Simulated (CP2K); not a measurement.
# La under changes of volume

One of the cells (37.415 Å³/atom); the others are scaled copies at fixed shape and fractional positions:

```
La
1.0
     3.77000    0.00000    0.00000
    -1.88500    3.26492    0.00000
     0.00000    0.00000   12.15900
La
4
Direct
  0.66667 0.33333 0.25000
  0.33333 0.66667 0.75000
  0.00000 0.00000 0.50000
  0.00000 0.00000 0.00000
```

* Program: CP2K 2026.2
* Functional: PBE
* Potentials or basis: GTH_POTENTIALS La GTH-PBE-q11; TZVP-MOLOPT-SR-GTH basis
* Density cutoff: 6123 eV
* k mesh: 8 × 8 × 3
* Occupations: fermi-dirac, width 0.05 eV
* Spin: no spin polarisation

```tsv
volume (Å³/atom)	energy over the lowest point (meV/atom)	pressure (GPa)
35.171	28.70	2.9
35.919	16.95	2.2
36.667	8.42	1.5
37.415	2.90	0.9
38.164	0.16	0.3
38.912	0.00	-0.2
39.660	?	?
```

Problem. What does the run at 39.660 Å³/atom give?

Solution. Energy over the lowest point 2.24 meV/atom; pressure -0.7 GPa.

Worked out: A Birch-Murnaghan fit of order 3 (a polynomial in V^(-2/3)) to the other rows has its minimum at 38.58 Å³/atom with B0 = V·E''(V) = 27 GPa and B' = 2.9 at fixed shape and positions, which overstates the stiffness. It gives 2.24 meV/atom at 39.660 Å³/atom, against the run's 2.24, and -dE/dV = -0.7 GPa, against -0.7.

Energies are extrapolated to zero smearing.

Caveats: the basis of atomic orbitals isn't converged, which shifts pressures, moduli and gaps.
